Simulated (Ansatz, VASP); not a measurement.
Au in VASP and in Ansatz

```xyz
4
Lattice="4.5702 0.0000 0.0000 -2.2851 3.9579 0.0000 0.0000 0.0000 5.2151" Properties=species:S:1:pos:R:3 pbc="T T T"
Au    0.0000    0.0000    1.3038
Au    0.0000    0.0000    3.9113
Au    0.0000    2.6386    3.9113
Au    2.2851    1.3193    1.3038
```

Alike in both runs: functional r2SCAN; k mesh 6 × 6 × 4; occupations gaussian, width 0.1 eV; no spin polarisation.

Ansatz relaxed the structure, and its values are those at the end. VASP's run is a single point on that final structure, the one shown.

|  | VASP | Ansatz |
| --- | --- | --- |
| version | VASP 6.6.1 | Ansatz 0.2.0 |
| potentials or method | VASP PAW PBE potentials, release 64 (Au) | scalar-relativistic, plane waves, PAW |
| plane-wave cutoff (eV) | 520 | 500 |
| valence electrons in the cell | 44 | 76 |

Ansatz gave:

| Item | Value |
| --- | --- |
| gap on the k mesh at the Fermi level (eV) | none |
| pressure (GPa) | -0.1 |

**Question.** What did VASP give for the same quantities?

**Answer.** gap on the k mesh at the Fermi level (eV): none; pressure (GPa): 0.1.

A gap of «none» marks a metal or a gap that the smearing closes. The two sets of potentials don't hold the same shells in valence.

Caveats: the PAW data sets were made with another functional, which shifts forces and pressure a little (VASP). Spin-orbit coupling is left out, which matters for the levels of Au.
